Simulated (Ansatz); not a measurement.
Crystal: Ni.

```
Ni
1.0
    -1.38372    1.38372    1.38372
     1.38372   -1.38372    1.38372
     1.38372    1.38372   -1.38372
Ni
1
Direct
  0.00000 0.00000 0.00000
```

This isn't the form of Ni at room conditions, which is fcc.

| Property | Result |
| --- | --- |
| Program | Ansatz 0.2.0 |
| Task | relaxation of cell and atoms |
| Functional | LDA |
| Potentials or basis | Ansatz PAW |
| Cutoff | 420 eV (not typed: the program's choice for these potentials) |
| k mesh | 13 × 13 × 13 |
| Occupations | fermi-dirac, width 0.05 eV |
| Spin | collinear spin, ferromagnetic start |
| Starting moments | [1.0] μB |

At the start: volume 10.60 Å³/atom.

Where does the relaxation end?

It ends after 6 steps and the volume is 10.06 Å³/atom (-5.1 %); space group Im-3m (No. 229, to 0.05 Å); moment 0.24 μB per cell.

Step by step:
| step | energy change (eV) | largest force (eV/Å) | volume (Å³) |
| --- | --- | --- | --- |
| 1 | 0.0000 | 0.0000 | 10.60 |
| 2 | -0.0124 | 0.0000 | 10.35 |
| 3 | -0.0180 | 0.0000 | 10.07 |
| 4 | -0.0180 | 0.0000 | 10.05 |
| 5 | -0.0180 | 0.0000 | 10.06 |
| 6 | -0.0177 | 0.0000 | 10.06 |

Final structure:
```yaml
crystal:
  lattice:
    - [-1.35980, 1.35980, 1.35980]
    - [1.35980, -1.35980, 1.35980]
    - [1.35980, 1.35980, -1.35980]
  atoms:
    - { symbol: Ni, position: [0.00000, 0.00000, 0.00000] }
```

Caveat: the plane-wave basis is chosen anew once the cell has moved, so the energies of steps on either side of that aren't comparable; the PAW data sets come from PBE, with cores solved anew for the run's functional, which leaves a small shift of forces and pressure.
